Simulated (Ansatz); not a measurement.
## TePb in Ansatz: the effect of strain

TePb:

```
Pb Te
1.0
     0.00000    3.23100    3.23100
     3.26331    0.00000    3.23100
     3.26331    3.23100    0.00000
Pb Te
1 1
Direct
  0.00000 0.00000 0.00000
  0.50000 0.50000 0.50000
```

The cell isn't the ideal one: strained by +1 %.

Alike in all runs:

* Program: Ansatz 0.2.0
* Task: single point
* Functional: PBE
* Potentials or basis: Ansatz PAW
* Cutoff: 420 eV (not typed: the program's choice for these potentials)
* k mesh: 7 × 7 × 7
* Occupations: fermi-dirac, width 0.05 eV
* Spin: no spin polarisation

```tsv
strain	gap on the mesh (eV)	pressure (GPa)
0.01	1.02	1.7
0.02	1.02	1.3
0.04	?	?
```

**Question.** What does the run with strain 0.04 give?

**Answer.** gap on the mesh 0.96 eV; pressure 0.6 GPa.

Caveats: odd divisions of the mesh miss points on the zone boundary, where band edges often lie, so the gap on the mesh can be too wide; spin-orbit coupling is left out, which as a rule narrows the gap of such compounds by several tenths of an eV.

A k mesh can miss the band edges.
